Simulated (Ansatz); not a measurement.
# BN: the cost of one run

Program: Ansatz 0.2.0. Level of theory: DFT PBEsol, scalar-relativistic, plane waves, PAW. These are calculated values, not measurements.

2 further runs of the same task are left out: 2 set aside as unsound or not needed.

### Step 1. Starting point

Symmetry: F-43m, No. 216, cubic system. The conventional cell has a = 3.606 Å, b = 3.606 Å, c = 3.606 Å, α = 90.00°, β = 90.00°, γ = 90.00°. Around B (site symmetry -43m) lie 4 N at 1.56 Å. Around N (site symmetry -43m) lie 4 B at 1.56 Å.

As a file:

```
CELL_PARAMETERS angstrom
0.00000 1.80285 1.80285
1.80285 0.00000 1.80285
1.80285 1.80285 0.00000
ATOMIC_POSITIONS crystal
B 0.00000 0.00000 0.00000
N 0.75000 0.75000 0.75000
```

It goes back to an entry of the Materials Project.

It is the result of an earlier relaxation at this level (volume 5.86 Å³/atom; gap on the mesh: 4.30 eV).

### Step 2. The cell under 6 GPa

At a set pressure the run lowers the enthalpy E + PV, so the energy alone may rise along the way.

input.yaml reads:

```yaml
crystal:
  lattice:
    - [0.0, 1.8028454624, 1.8028454624]
    - [1.8028454624, 0.0, 1.8028454624]
    - [1.8028454624, 1.8028454624, 0.0]
  atoms:
    - { symbol: B, position: [0.0, 0.0, 0.0] }
    - { symbol: "N", position: [0.75, 0.75, 0.75] }
basis:
  ecutwfc: 420
kpoints:
  mp_grid: { grid: [12, 12, 12] }
hamiltonian:
  xc: pbesol
scf:
  occupations: { method: fixed }
output:
  forces: true
  stress: true
  eigenvalues: true
relax:
  adjacent_minimum: "off"
  f_tol: 0.001
  max_steps: 60
  cell: { stress_tol: 0.02, p_target: 6.0 }
```

Command:

```bash
ansatz run input.yaml --threads 1 --pin off --max-ram 3072MiB --backend cpu --events-out ev --progress --plain --runs-dir out
```

What time and memory should one allow on 1 thread of Intel Xeon at 2.50GHz (Skylake/Cascade Lake), shared host?

About 16 s, with a peak of 0.3 GiB.
